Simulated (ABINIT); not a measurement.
# GaAs (F-43m) in ABINIT: a series of runs

The runs below take GaAs through band structure, equation of state, with PBE, WC.

Everything below comes from runs of ABINIT 10.8.3 (patched build). Logs are shortened: lines on timing, memory, paths and dates and some standing lists are left out, and cuts for length are marked. The log counts tension as positive stress, the text compression.

**What was measured.**

“Evidence of valence band perturbations in GaAsN/GaAs(001): A combined variable-angle spectroscopic ellipsometry and modulated photoreflectance investigation”, 2008, arxiv:0805.2212 reports, for a bulk crystal of GaAs at 300 K: band gap 1.412 ± 0.01 eV (direct).

How close the calculation comes is told below.

### Step 1. Starting point

Symmetry: F-43m, No. 216, cubic system. The conventional cell has a = 5.654 Å, b = 5.654 Å, c = 5.654 Å, α = 90.00°, β = 90.00°, γ = 90.00°. Around As (site symmetry -43m) lie 4 Ga at 2.45 Å. Ga (site symmetry -43m) is surrounded by 4 As at 2.45 Å.

### Step 2. Band structure, PBE

run.abi reads:

```
# Datasets: ground state, then fixed potential
ndtset 2

# Pseudopotentials
pp_dirpath "./"
pseudos "As.GGA_PBE-JTH.xml, Ga.GGA_PBE-JTH.xml"

# Structure
acell 3*1.0
rprim
     0.0000000000     5.3419722954     5.3419722954
     5.3419722954     0.0000000000     5.3419722954
     5.3419722954     5.3419722954     0.0000000000
ntypat 2
znucl 33 31
natom 2
typat 1 2
xcart
     4.2402750000     4.2402750000     4.2402750000
     0.0000000000     0.0000000000     0.0000000000 Angstrom

# Plane-wave basis
ecut 17.0
pawecutdg 34.0

# Exchange and correlation
ixc 11

# Bands and occupations
occopt 3
tsmear 0.05 eV

# SCF cycle
nstep 100

# Output
iomode 3
prtwf 0
prteig 0
prtebands 0
enunit 1
prtden1 1

# Dataset 1
kptopt1 1
ngkpt1 8 8 8
nshiftk1 1
shiftk1 0.0 0.0 0.0
nband1 18
tolvrs1 1.0e-9

# Dataset 2: bands along G-X-W-K-G-L-U-W-L-K
iscf2 -2
getden2 1
nband2 22
nbdbuf2 2
tolwfr2 1.0e-12
kptopt2 -9
ndivsm2 5
prteig2 1
kptbounds2
     0.0000000000     0.0000000000     0.0000000000
     0.5000000000     0.0000000000     0.5000000000
     0.5000000000     0.2500000000     0.7500000000
     0.3750000000     0.3750000000     0.7500000000
     0.0000000000     0.0000000000     0.0000000000
     0.5000000000     0.5000000000     0.5000000000
     0.6250000000     0.2500000000     0.6250000000
     0.5000000000     0.2500000000     0.7500000000
     0.5000000000     0.5000000000     0.5000000000
     0.3750000000     0.3750000000     0.7500000000
```

Potentials or basis: JTH PAW PBE v2.0.

On the command line:

```sh
$ abinit run.abi > log 2>&1
```

run.abo:

```text
.Version 10.8.3 of ABINIT
 DATASET    1 : space group F-4 3 m (#216); Bravais cF (face-center cubic)
================================================================================
 Values of the parameters that define the memory need for DATASET  1.
     intxc =       0    ionmov =       0      iscf =      17    lmnmax =      18
     lnmax =       6     mgfft =      30  mpssoang =       3    mqgrid =    3001
     natom =       2  nloc_mem =       2    nspden =       1   nspinor =       1
    nsppol =       1      nsym =      24    n1xccc =       1    ntypat =       2
    occopt =       3   xclevel =       2
       mpw =        1036          nfft =       27000          nkpt =          29
 PAW method is used; the additional fine FFT grid is defined by:
   mgfftf=        40    nfftf =     64000
================================================================================
================================================================================

 DATASET    2 : space group F-4 3 m (#216); Bravais cF (face-center cubic)
================================================================================
 Values of the parameters that define the memory need for DATASET  2.
     intxc =       0    ionmov =       0      iscf =      -2    lmnmax =      18
     lnmax =       6     mgfft =      30  mpssoang =       3    mqgrid =    3001
     natom =       2  nloc_mem =       2    nspden =       1   nspinor =       1
    nsppol =       1      nsym =      24    n1xccc =       1    ntypat =       2
    occopt =       3   xclevel =       2
       mpw =        1036          nfft =       27000          nkpt =          87
 PAW method is used; the additional fine FFT grid is defined by:
   mgfftf=        40    nfftf =     64000
================================================================================
================================================================================

--------------------------------------------------------------------------------
------------- Echo of variables that govern the present computation ------------
--------------------------------------------------------------------------------
 -outvars: echo values of preprocessed input variables --------
            acell      1.0000000000E+00  1.0000000000E+00  1.0000000000E+00 Bohr
              amu      7.49215900E+01  6.97230000E+01
             ecut      1.70000000E+01 Hartree
           enunit           1
           getden1          0
           getden2          1
             iscf1         17
             iscf2         -2
                       outvar_i_n : Printing only first  50 k-points.
              ixc          11
           jdtset        1    2
                       outvar_i_n : Printing only first  50 k-points.
[... 1011 lines left out ...]
 ------------------------------------------------
 Atom  Sphere_radius  Integrated_density
    1        2.10392         12.73002098
    2        2.10359         11.07559068

================================================================================

 ----iterations are completed or convergence reached----

 Mean square residual over all n,k,spin=   54.769E-14; max=  99.922E-14
 reduced coordinates (array xred) for    2 atoms
       0.750000000509      0.750000000509      0.750000000509
       0.000000000509      0.000000000509      0.000000000509

 cartesian coordinates (angstrom) at end:
    1      4.24027500000000     4.24027500000000     4.24027500000000
    2      0.00000000287535     0.00000000287535     0.00000000287535
 length scales=  1.000000000000  1.000000000000  1.000000000000 bohr
              =  0.529177210544  0.529177210544  0.529177210544 angstroms
 Eigenvalues (   eV  ) for nkpt=  87  k points:
 kpt#   1, nband= 22, wtk=  1.00000, kpt=  0.0000  0.0000  0.0000 (reduced coord)
 -30.73581  -30.73581  -30.73581  -30.72784  -30.72784  -10.38717  -10.38717  -10.38717
 -10.31021  -10.31021   -8.32298    4.40460    4.40460    4.40460    4.91385    8.14203
   8.14203    8.14203   11.99291   14.57350   14.57350   15.96249
 kpt#   2, nband= 22, wtk=  1.00000, kpt=  0.0357  0.0000  0.0357 (reduced coord)
 -30.73583  -30.73580  -30.73580  -30.72785  -30.72783  -10.38919  -10.38669  -10.38669
 -10.31047  -10.31008   -8.30280    3.96613    4.33691    4.33691    5.34882    8.06752
   8.23463    8.23463   12.11438   14.19642   14.59435   16.00862
 kpt#   3, nband= 22, wtk=  1.00000, kpt=  0.0714  0.0000  0.0714 (reduced coord)
 -30.73587  -30.73574  -30.73574  -30.72787  -30.72781  -10.39484  -10.38500  -10.38500
 -10.31121  -10.30971   -8.24260    3.34881    4.15301    4.15301    5.94874    7.87248
   8.49308    8.49308   12.44706   13.51077   14.65687   16.13755
 kpt#   4, nband= 22, wtk=  1.00000, kpt=  0.1071  0.0000  0.1071 (reduced coord)
 -30.73592  -30.73563  -30.73563  -30.72790  -30.72775  -10.40349  -10.38215  -10.38215
 -10.31240  -10.30900   -8.14335    2.72377    3.89387    3.89387    6.51413    7.62206
   8.87576    8.87576   12.70887   13.05511   14.76104   16.35691
 kpt#   5, nband= 22, wtk=  1.00000, kpt=  0.1429  0.0000  0.1429 (reduced coord)
[... 317 lines left out ...]
 -10.31712  -10.30658   -6.12622   -2.07201    0.83667    2.53362    6.72001    9.75835
  11.03942   11.32722   13.47554   14.88325   16.98415   18.73072
 kpt#  85, nband= 22, wtk=  1.00000, kpt=  0.4028  0.4028  0.6944 (reduced coord)
 -30.73585  -30.73471  -30.73443  -30.72794  -30.72733  -10.48293  -10.35653  -10.34951
 -10.31964  -10.30611   -6.01215   -2.09991    0.60882    2.38303    6.59413    9.87866
  11.33678   11.58096   13.22347   14.77099   17.88159   19.03520
 kpt#  86, nband= 22, wtk=  1.00000, kpt=  0.3889  0.3889  0.7222 (reduced coord)
 -30.73597  -30.73459  -30.73434  -30.72800  -30.72726  -10.48604  -10.35411  -10.34673
 -10.32192  -10.30530   -5.91641   -2.15861    0.51689    2.25296    6.47017    9.52441
  11.86387   12.08261   13.02384   14.78329   18.59059   19.42795
 kpt#  87, nband= 22, wtk=  1.00000, kpt=  0.3750  0.3750  0.7500 (reduced coord)
 -30.73609  -30.73449  -30.73428  -30.72806  -30.72720  -10.48851  -10.35204  -10.34479
 -10.32395  -10.30431   -5.85949   -2.21679    0.55039    2.14901    6.36975    9.04152
  12.35728   12.46911   13.07241   14.98538   18.68675   20.00584

== END DATASET(S) ==============================================================
================================================================================

 -outvars: echo values of variables after computation  --------
            acell      1.0000000000E+00  1.0000000000E+00  1.0000000000E+00 Bohr
           etotal1    -1.9297163813E+02
            fcart1    -0.0000000000E+00 -0.0000000000E+00 -0.0000000000E+00
                      -0.0000000000E+00 -0.0000000000E+00 -0.0000000000E+00
            rprim      0.0000000000E+00  5.3419722954E+00  5.3419722954E+00
                       5.3419722954E+00  0.0000000000E+00  5.3419722954E+00
                       5.3419722954E+00  5.3419722954E+00  0.0000000000E+00
           strten1    -1.0922763085E-04 -1.0922763085E-04 -1.0922763085E-04
                       0.0000000000E+00  0.0000000000E+00  0.0000000000E+00
           xangst      4.2402750000E+00  4.2402750000E+00  4.2402750000E+00
                       2.8753478242E-09  2.8753478242E-09  2.8753478242E-09
             xred      7.5000000051E-01  7.5000000051E-01  7.5000000051E-01
                       5.0857806855E-10  5.0857806855E-10  5.0857806855E-10
 Calculation completed.
```

It took 49 s on 1 thread of Arm Neoverse V2, shared host; peak memory 0.12 GiB.

What came out:

```
Free energy                                           : -5251.0258 eV
Pressure                                              : 3.2 GPa
Band gap on the k mesh                                : 0.51 eV, direct
Band gap along the path                               : 0.51 eV, direct
Valence electrons inside the program's atomic spheres : As 12.73; Ga 11.08
```

Levels at the corners of the path, in eV from the valence-band top:
```csv
point,band 10,band 11,band 12,band 13,band 14,band 15,band 16,band 17,band 18,band 19
Γ,-14.71,-12.73,0.00,0.00,0.00,0.51,3.74,3.74,3.74,7.59
X,-14.70,-10.23,-6.81,-2.68,-2.68,1.47,1.66,10.17,10.17,10.98
W,-14.71,-10.17,-6.62,-3.53,-3.34,4.62,4.72,5.41,6.05,11.07
K,-14.71,-10.26,-6.62,-3.85,-2.26,1.97,4.64,7.95,8.06,8.67
Γ,-14.71,-12.73,0.00,0.00,0.00,0.51,3.74,3.74,3.74,7.59
L,-14.71,-10.96,-6.63,-1.14,-1.14,1.00,4.64,4.64,7.75,10.40
U,-14.71,-10.26,-6.62,-3.85,-2.26,1.97,4.64,7.95,8.06,8.67
W,-14.71,-10.17,-6.62,-3.53,-3.34,4.62,4.72,5.41,6.05,11.07
L,-14.71,-10.96,-6.63,-1.14,-1.14,1.00,4.64,4.64,7.75,10.40
K,-14.71,-10.26,-6.62,-3.85,-2.26,1.97,4.64,7.95,8.06,8.67
```

(Continued in part 2 of 2.)
